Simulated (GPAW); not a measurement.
A run of GPAW 26.7.0:

run.py

```python
import numpy as np
from ase import Atoms
from ase.dft.bandgap import bandgap
from ase.io import write
from gpaw import GPAW, PW
from gpaw.response.df import DielectricFunction

atoms = Atoms(['Sn', 'Sn', 'O', 'O', 'O', 'O'],
              cell=[[-2.25851298, 2.13920021, 5.33289253],
                    [1.95234455, -1.87184783, 5.10901414],
                    [2.10972555, 1.7230604, -5.22852941]],
              scaled_positions=[[0.75053486, 0.25119921, 0.50032947],
                                [0.99927672, 0.00046538, 0.00170619],
                                [0.79416768, 0.79614828, 0.9965034],
                                [0.95182901, 0.4556373, 0.50045619],
                                [0.20645512, 0.19748792, 0.99742086],
                                [0.54773662, 0.04906191, 0.50358389]],
              pbc=True)

calc = GPAW(mode=PW(650),
            xc='PBE',
            kpts={'size': (3, 3, 4), 'gamma': True},
            occupations={'name': 'fermi-dirac', 'width': 0.001},
            nbands=43,
            convergence={'density': 1e-06},
            maxiter=150,
            txt='gpaw.txt')
atoms.calc = calc
energy = atoms.get_potential_energy()
calc.write('gs.gpw')
write('result.traj', atoms)
print(f'Energy: {energy:.6f} eV')
print('Fermi level:', round(calc.get_fermi_level(), 4), 'eV')
print(f'Gap: {bandgap(calc)[0]:.4f} eV, direct: {bandgap(calc, direct=True)[0]:.4f} eV')

for size in [(3, 3, 4)]:
    name = 'x'.join(str(n) for n in size)
    dense = calc.fixed_density(kpts={'size': size, 'gamma': True},
                               nbands=80, convergence={'bands': 74, 'eigenstates': 1e-7},
                               update_fermi_level=True, txt=f'dense-{name}.txt')
    dense.write(f'{name}.gpw', mode='all')
    df = DielectricFunction(f'{name}.gpw', frequencies=np.array([0.0]), hilbert=False, eta=0.001,
                            ecut=80, nbands=74, intraband=False, txt=f'df-{name}.txt')
    for xc in ['RPA']:
        for direction in ['x', 'y', 'z', [0, 1, 1], [1, 0, 1], [1, 1, 0]]:
            e0, e = df.get_macroscopic_dielectric_constant(xc=xc, direction=direction)
            print(f'{name} {xc} {direction}: {e0:.4f} without, {e:.4f} with local fields')
```

Potentials or basis: GPAW PAW data sets (gpaw-data 1.2.1), pw.

Run with:

```bash
$ OMP_NUM_THREADS=1 python run.py
```

Hardware: 1 thread of Arm Neoverse V1 (shared host).

**Question.** Estimate the wall time of this run.

**Answer.** Wall time 7.6 min on 1 thread of Arm Neoverse V1, with other jobs on the host, peak memory 0.6 GiB. Counts: scf iterations 32, plane waves 3093, bands 43, k points 19.
